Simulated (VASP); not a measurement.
# NaCl (Fm-3m) in VASP: further runs

Runs on NaCl. Level: PBE. Tasks: relaxation of the atoms.

Everything below comes from runs of VASP 6.6.1. Logs are shortened: lines on timing, memory, paths and dates and some standing lists are left out, and cuts for length are marked.

### 1 The undisturbed crystal

Symmetry: Fm-3m, No. 225, cubic system. Conventional cell: a = 5.620 Å, b = 5.620 Å, c = 5.620 Å, α = 90.00°, β = 90.00°, γ = 90.00°. Around Na (site symmetry m-3m) lie 6 Cl at 2.81 Å. Around Cl (site symmetry m-3m) lie 6 Na at 2.81 Å.

### 2 Relaxation of the atoms, PBE (a relaxed cell with its volume scaled by 0.94)

INCAR

```
PREC     = Accurate       # precision mode
ENCUT    = 300            # plane-wave cutoff, eV
EDIFF    = 1E-7           # SCF threshold, eV
ISMEAR   = 0              # smearing method
SIGMA    = 0.03           # smearing width, eV
LREAL    = False          # projectors in reciprocal space
LASPH    = True           # aspherical terms in the spheres
NELM     = 80             # most SCF steps
ALGO     = Fast           # electronic algorithm
ISIF     = 2              # what is computed and relaxed
LWAVE    = False          # write WAVECAR
LCHARG   = False          # write CHGCAR
GGA      = PE             # functional
IBRION   = 2              # ionic algorithm
NSW      = 40             # ionic steps
EDIFFG   = -0.01          # ionic threshold
```

KPOINTS

```
Automatic mesh
0
Gamma
  4 4 4
```

POSCAR

```
NaCl                                    
1.0
    0.0000000000      2.7618114936      2.7618114936
    2.7618114936      0.0000000000      2.7618114936
    2.7618114936      2.7618114936      0.0000000000
  Na              Cl            
     1     1
Direct
     0.0000000000000000    0.0000000000000000    0.0000000000000000
     0.5000000000000000    0.5000000000000000    0.5000000000000000
```

Potentials or basis: VASP PAW PBE potentials, release 64 (Na, Cl).

On the command line:

```bash
$ cat potpaw_PBE.64/Na/POTCAR potpaw_PBE.64/Cl/POTCAR > POTCAR
$ mpirun -np 1 vasp_std > vasp.out
```

OUTCAR:

```text
PREC = Accurate
   ENCUT = 300
   EDIFF = 1E-7
   ISMEAR = 0
   LREAL = False
   LASPH = True
   NELM = 80
   ISIF = 2
   GGA = PE
   IBRION = 2
   NSW = 40
   EDIFFG = -0.01

 ion  position               nearest neighbor table
   1  0.000  0.000  0.000-   2 2.76   2 2.76   2 2.76   2 2.76   2 2.76   2 2.76
   2  0.500  0.500  0.500-   1 2.76   1 2.76   1 2.76   1 2.76   1 2.76   1 2.76

  LATTYP: Found a face centered cubic cell.
 ALAT       =     5.5236229872

  Lattice vectors:

 A1 = (   0.0000000000,   2.7618114936,   2.7618114936)
 A2 = (   2.7618114936,   0.0000000000,   2.7618114936)
 A3 = (   2.7618114936,   2.7618114936,   0.0000000000)

Analysis of symmetry for initial positions (statically):
=====================================================================
 Subroutine PRICEL returns:
 Original cell was already a primitive cell.

 Routine SETGRP: Setting up the symmetry group for a
 face centered cubic supercell.

 Subroutine GETGRP returns: Found 48 space group operations
 (whereof 48 operations were pure point group operations)
 out of a pool of 48 trial point group operations.

The static configuration has the point symmetry O_h .

Analysis of symmetry for dynamics (positions and initial velocities):
=====================================================================
 Subroutine PRICEL returns:
 Original cell was already a primitive cell.

 Routine SETGRP: Setting up the symmetry group for a
 face centered cubic supercell.

 Subroutine GETGRP returns: Found 48 space group operations
 (whereof 48 operations were pure point group operations)
 out of a pool of 48 trial point group operations.

The dynamic configuration has the point symmetry O_h .

 Subroutine INISYM returns: Found 48 space group operations
 (whereof 48 operations are pure point group operations),
 and found     1 'primitive' translations

----------------------------------------------------------------------------------------

                                     Primitive cell

  volume of cell :      42.1320

  direct lattice vectors                    reciprocal lattice vectors
     0.000000000  2.761811494  2.761811494    -0.181040596  0.181040596  0.181040596
     2.761811494  0.000000000  2.761811494     0.181040596 -0.181040596  0.181040596
     2.761811494  2.761811494  0.000000000     0.181040596  0.181040596 -0.181040596

  length of vectors
     3.905791271  3.905791271  3.905791271     0.313571511  0.313571511  0.313571511

  position of ions in fractional coordinates (direct lattice)
     0.000000000  0.000000000  0.000000000
     0.500000000  0.500000000  0.500000000

  ion indices of the primitive-cell ions
   primitive index   ion index
                 1           1
                 2           2

----------------------------------------------------------------------------------------

 KPOINTS: Automatic mesh

Automatic generation of k-mesh.
 Grid dimensions read from file:
 generate k-points for:    4    4    4

 Generating k-lattice:

  Cartesian coordinates                     Fractional coordinates (reciprocal lattice)
    -0.045260149  0.045260149  0.045260149     0.250000000  0.000000000  0.000000000
     0.045260149 -0.045260149  0.045260149     0.000000000  0.250000000  0.000000000
     0.045260149  0.045260149 -0.045260149     0.000000000  0.000000000  0.250000000

  Length of vectors
     0.078392878  0.078392878  0.078392878

  Shift w.r.t. Gamma in fractional coordinates (k-lattice)
     0.000000000  0.000000000  0.000000000

 Subroutine IBZKPT returns following result:
 ===========================================

 Found      8 irreducible k-points:

 Following reciprocal coordinates:
            Coordinates               Weight
  0.000000  0.000000  0.000000      1.000000
  0.250000  0.000000  0.000000      8.000000
  0.500000  0.000000  0.000000      4.000000
  0.250000  0.250000  0.000000      6.000000
  0.500000  0.250000  0.000000     24.000000
 -0.250000  0.250000  0.000000     12.000000
  0.500000  0.500000  0.000000      3.000000
 -0.250000  0.500000  0.250000      6.000000
   k-points           NKPTS =      8   k-points in BZ     NKDIM =      8   number of bands    NBANDS=      8
   number of dos      NEDOS =    301   number of ions     NIONS =      2
   total plane-waves  NPLWV =  13824
   dimension x,y,z NGX =    24 NGY =   24 NGZ =   24
   dimension x,y,z NGXF=    48 NGYF=   48 NGZF=   48
   ions per type =               1   1
   NGX,Y,Z   is equivalent  to a cutoff of  10.22, 10.22, 10.22 a.u.
   NGXF,Y,Z  is equivalent  to a cutoff of  20.43, 20.43, 20.43 a.u.
 SYSTEM =  unknown system
   PREC   = accura    normal or accurate (medium, high low for compatibility)
   ISTART =      0    job   : 0-new  1-cont  2-samecut
   ICHARG =      2    charge: 1-file 2-atom 10-const
   ISPIN  =      1    spin polarized calculation?
   LNONCOLLINEAR =      F non collinear calculations
   LSORBIT =      F    spin-orbit coupling
   LASPH  =      T    aspherical Exc in radial PAW
   ENCUT  =  300.0 eV  22.05 Ry    4.70 a.u.   5.52  5.52  5.52*2*pi/ulx,y,z
   NELM   =     80;   NELMIN=  2; NELMDL= -5     # of ELM steps
   EDIFF  = 0.1E-06   stopping-criterion for ELM
   LREAL  =      F    real-space projection
   EDIFFG = -.1E-01   stopping-criterion for IOM
   NSW    =     40    number of steps for IOM
   IBRION =      2    ionic relax: 0-MD 1-quasi-New 2-CG
   NFREE  =      1    steps in history (QN), initial steepest desc. (CG)
   ISIF   =      2    stress and relaxation
   ISYM   =      2    0-nonsym 1-usesym 2-fastsym
   POTIM  = 0.5000    time-step for ionic-motion
   TEBEG  =    0.0;   TEEND  =   0.0 temperature during run
   PSTRESS=    0.0 pullay stress
   NELECT =       8.0000    total number of electrons
   NUPDOWN=      -1.0000    fix difference up-down
   EMIN   =  10.00;   EMAX   =-10.00  energy-range for DOS
   EFERMI =   0.00;   METHOD = LEGACY
   ISMEAR =     0;   SIGMA  =   0.03  broadening in eV -4-tet -1-fermi 0-gaus
   EFERMI_NEDOS =   21; number of points for ismear=-14 and -15
   IALGO  =     68    algorithm
   IMIX   =      4    mixing-type and parameters
     AMIX     =   0.40;   BMIX     =  1.00
     AMIX_MAG =   1.60;   BMIX_MAG =  1.00
  volume/ion in A,a.u.               =      21.07       142.16
  Fermi-wavevector in a.u.,A,eV,Ry     =   0.940952  1.778141 12.046471  0.885391
  Thomas-Fermi vector in A             =   2.068415
   LORBIT       =      0    0 simple, 1 ext, 2 COOP (PROOUT), +10 PAW based schemes
   GGA     = PE    functional components
   LHFCALC =     F    Hartree Fock is set to
   AEXX    =    0.0000 exact exchange contribution
   IVDW    =     0    specifies the selected vdW correction
   LEPSILON=     F    determine dielectric tensor
   LRPA    =     F    only Hartree local field effects (RPA)
 conjugate gradient relaxation of ions
 non-spin polarized calculation
 RMM-DIIS sequential band-by-band and
 Gauss-broadening in eV      SIGMA  =   0.03
  energy-cutoff  :      300.00
  volume of cell :       42.13
 maximum number of plane-waves:       531
 NGX is ok and might be reduce to    24
   NGX = 11   NGY = 11   NGZ = 11

 number of electron       7.9999993 magnetization

 Free energy of the ion-electron system (eV)
  ---------------------------------------------------
  ext. energy  EPLUGINS =         0.00000000
  ---------------------------------------------------
  free energy    TOTEN  =        -6.79442813 eV

  energy without entropy =       -6.79442813  energy(sigma->0) =       -6.79442813

 E-fermi :  -0.0010     XC(G=0):  -8.2261

 val. band max:       -0.1307614817   @ k =   0.0000   0.0000   0.0000
 cond. band min:       5.2118959649   @ k =   0.0000   0.0000   0.0000
 fundamental gap:      5.3426574465
 Fermi energy:        -0.0009798648

 k-point     1 :       0.0000    0.0000    0.0000
  band No.  band energies     occupation
      1     -12.9380      2.00000
      2      -0.1308      2.00000
      3      -0.1308      2.00000
      4      -0.1308      2.00000
      5       5.2119      0.00000
      6      11.0505      0.00000
      7      11.0505      0.00000
      8      11.0505      0.00000

 k-point     2 :       0.2500    0.0000    0.0000
  band No.  band energies     occupation
      1     -12.7607      2.00000
      2      -1.3364      2.00000
      3      -0.2831      2.00000
      4      -0.2831      2.00000
      5       6.7104      0.00000
      6      10.0343      0.00000
      7      11.3623      0.00000
      8      11.3623      0.00000

 k-point     3 :       0.5000    0.0000    0.0000
  band No.  band energies     occupation
      1     -12.5699      2.00000
      2      -2.2496      2.00000
      3      -0.4256      2.00000
      4      -0.4256      2.00000
      5       7.2400      0.00000
      6      10.9397      0.00000
      7      10.9397      0.00000
      8      11.0036      0.00000

 k-point     4 :       0.2500    0.2500    0.0000
  band No.  band energies     occupation
      1     -12.7092      2.00000
      2      -1.3037      2.00000
      3      -0.4869      2.00000
      4      -0.4869      2.00000
      5       7.2607      0.00000
      6       8.9791      0.00000
      7      10.8894      0.00000
      8      12.5119      0.00000

 k-point     5 :       0.5000    0.2500    0.0000
  band No.  band energies     occupation
      1     -12.5266      2.00000
      2      -1.8725      2.00000
      3      -0.9898      2.00000
      4      -0.6198      2.00000
      5       8.1826      0.00000
      6       9.3603      0.00000
      7      10.2318      0.00000
      8      12.2514      0.00000

 k-point     6 :      -0.2500    0.2500    0.0000
  band No.  band energies     occupation
      1     -12.5818      2.00000
      2      -1.7316      2.00000
      3      -1.0208      2.00000
      4      -0.4282      2.00000
      5       8.3491      0.00000
      6       9.6990      0.00000
      7      10.0761      0.00000
      8      11.8426      0.00000

 k-point     7 :       0.5000    0.5000    0.0000
  band No.  band energies     occupation
      1     -12.4810      2.00000
      2      -1.9899      2.00000
      3      -0.7981      2.00000
      4      -0.7981      2.00000
      5       7.5725      0.00000
      6       7.8896      0.00000
      7      11.5981      0.00000
      8      14.9285      0.00000

 k-point     8 :      -0.2500    0.5000    0.2500
  band No.  band energies     occupation
      1     -12.4710      2.00000
      2      -1.4637      2.00000
      3      -1.4637      2.00000
      4      -0.9648      2.00000
      5       8.9436      0.00000
      6       9.7290      0.00000
      7       9.7290      0.00000
      8      11.4594      0.00000

------------------------ aborting loop because EDIFF is reached ----------------------------------------

  FORCE on cell =-STRESS in cart. coord.  units (eV):
  Direction    XX          YY          ZZ          XY          YZ          ZX
  --------------------------------------------------------------------------------------
  -------------------------------------------------------------------------------------
  Total        0.4747345      0.4747345      0.4747345     -0.0000000     -0.0000000      0.0000000
  in kB       18.0529942     18.0529942     18.0529942     -0.0000000     -0.0000000      0.0000000
  external PRESSURE =      18.0529942 kB  Pullay stress =       0.0000000 kB

 VOLUME and BASIS-vectors are now :
 -----------------------------------------------------------------------------
  energy-cutoff  :      300.00
  volume of cell :       42.13
      direct lattice vectors                 reciprocal lattice vectors
     0.000000000  2.761811494  2.761811494    -0.181040596  0.181040596  0.181040596
     2.761811494  0.000000000  2.761811494     0.181040596 -0.181040596  0.181040596
     2.761811494  2.761811494  0.000000000     0.181040596  0.181040596 -0.181040596

 POSITION                                       TOTAL-FORCE (eV/Angst)
 -----------------------------------------------------------------------------------
      0.00000      0.00000      0.00000         0.000000      0.000000     -0.000000
      2.76181      2.76181      2.76181        -0.000000     -0.000000      0.000000
 -----------------------------------------------------------------------------------
    total drift:                               -0.000000     -0.000000      0.000000

  FREE ENERGIE OF THE ION-ELECTRON SYSTEM (eV)
  ---------------------------------------------------
  free  energy   TOTEN  =        -6.7944281308 eV

  energy  without entropy=       -6.7944281308  energy(sigma->0) =       -6.79442813

 reached required accuracy - stopping structural energy minimisation
```

It took 6.3 s on 1 thread of AMD EPYC 7R43 (Zen 3), shared host; peak memory 0.09 GiB.

Results:

| Item | Value |
| --- | --- |
| Free energy | -6.7944 eV |
| Pressure after relaxing | 1.8 GPa |
| Band gap on the k mesh | 5.34 eV, direct |

Final structure:
```cif
data_structure
_symmetry_space_group_name_H-M 'P 1'
_symmetry_Int_Tables_number 1
_cell_length_a 3.9058
_cell_length_b 3.9058
_cell_length_c 3.9058
_cell_angle_alpha 60.000
_cell_angle_beta 60.000
_cell_angle_gamma 60.000
_cell_volume 42.13
loop_
_atom_site_label
_atom_site_type_symbol
_atom_site_fract_x
_atom_site_fract_y
_atom_site_fract_z
_atom_site_occupancy
Na1 Na 0.00000 0.00000 0.00000 1
Cl1 Cl 0.50000 0.50000 0.50000 1
```

Levels at points of the mesh, in eV from the valence-band top:
```
           k point  band 1  band 2  band 3  band 4  band 5  band 6  band 7  band 8
(0.00, 0.00, 0.00)  -12.81    0.00    0.00    0.00    5.34   11.18   11.18   11.18
(0.50, 0.00, 0.00)  -12.44   -2.12   -0.29   -0.29    7.37   11.07   11.07   11.13
(0.50, 0.50, 0.00)  -12.35   -1.86   -0.67   -0.67    7.70    8.02   11.73   15.06
```

Caveat: the k mesh is coarse (spacing up to 0.49 Å⁻¹), so the values aren't converged; the cutoff is under 1.25 times the usual one of these potentials, so pressure, stress and relaxed cells hold a basis-set (Pulay) error; the relaxation stopped at its first step, so nothing moved.

### 3 Relaxation of the atoms, PBE (a relaxed cell with its volume scaled by 0.96)

INCAR is that of step 2.

KPOINTS is that of step 2.

POSCAR

```
NaCl                                    
1.0
    0.0000000000      2.7812615112      2.7812615112
    2.7812615112      0.0000000000      2.7812615112
    2.7812615112      2.7812615112      0.0000000000
  Na              Cl            
     1     1
Direct
     0.0000000000000000    0.0000000000000000    0.0000000000000000
     0.5000000000000000    0.5000000000000000    0.5000000000000000
```

Potentials or basis: VASP PAW PBE potentials, release 64 (Na, Cl).

On the command line:

```bash
$ cat potpaw_PBE.64/Na/POTCAR potpaw_PBE.64/Cl/POTCAR > POTCAR
$ mpirun -np 1 vasp_std > vasp.out
```

It took 6.8 s on 1 thread of AMD EPYC 7R43 (Zen 3), shared host; peak memory 0.09 GiB.

It converged, with:

| Quantity | Value |
| --- | --- |
| Free energy | -6.8041 eV |
| Pressure after relaxing | 1.1 GPa |
| Band gap on the k mesh | 5.26 eV, direct |

Final structure:
```
Na Cl
1.0
     0.00000    2.78126    2.78126
     2.78126    0.00000    2.78126
     2.78126    2.78126    0.00000
Na Cl
1 1
Direct
  0.00000 0.00000 0.00000
  0.50000 0.50000 0.50000
```

Levels at points of the mesh, in eV from the valence-band top:
```csv
k point,band 2,band 3,band 4,band 5,band 6,band 7
"(0.00, 0.00, 0.00)",0.00,0.00,0.00,5.26,11.16,11.16
"(0.50, 0.00, 0.00)",-2.05,-0.28,-0.28,7.33,10.96,11.02
"(0.50, 0.50, 0.00)",-1.80,-0.65,-0.65,7.64,8.04,11.57
```

Caveat: the k mesh is coarse (spacing up to 0.49 Å⁻¹), so the values aren't converged; the cutoff is under 1.25 times the usual one of these potentials, so pressure, stress and relaxed cells hold a basis-set (Pulay) error; the relaxation stopped at its first step, so nothing moved.
